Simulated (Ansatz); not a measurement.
## Ionic part of the dielectric constant of MgO at 3 GPa, mode by mode

Method: Ansatz, DFT LDA, scalar-relativistic, plane waves, PAW. Cutoff 420 eV, 12×12×6 k-points (Γ-centred), fixed occupations. No spin polarisation. Phonons by linear response, acoustic sum rule imposed.

The structure is hexagonal, space group P6_3/mmc (No. 194). The conventional cell has a = 3.427 Å, b = 3.427 Å, c = 4.113 Å, α = 90.00°, β = 90.00°, γ = 120.00°. Mg (site symmetry -6m2) is surrounded by 5 O at 1.98 to 2.06 Å. O (site symmetry -6m2) is surrounded by 5 Mg at 1.98 to 2.06 Å.

The primitive cell has V = 41.82 Å³ and ε∞,yy = 2.989. Each polar mode adds Δε = (4.92064×10⁷/V)·S/ν² along y, with S its oscillator strength in e²/amu, ν in cm⁻¹ and V in Å³.

Q: From these modes, find each Δε and ε0,yy.
| ν (cm⁻¹) | S_yy (e²/amu) |
| --- | --- |
| 529.9 | 0.6416 |

A:
```tsv
ν (cm⁻¹)	Δε
529.9	2.69
```

The sum is 2.688, so ε0,yy = 5.68; the run's tensor has 5.68.

Q: Where do the longitudinal modes lie for a wave vector along y?

A: At 730 cm⁻¹. The Lyddane–Sachs–Teller product Π(ν_LO/ν_TO)² = 1.90 matches ε0/ε∞ = 1.90.

This form isn't the usual stable structure of the compound at low pressure.

Cost: 1 run of about 2.2 core-minutes, on Intel Xeon Platinum 8488C (Sapphire Rapids) (shared hosts).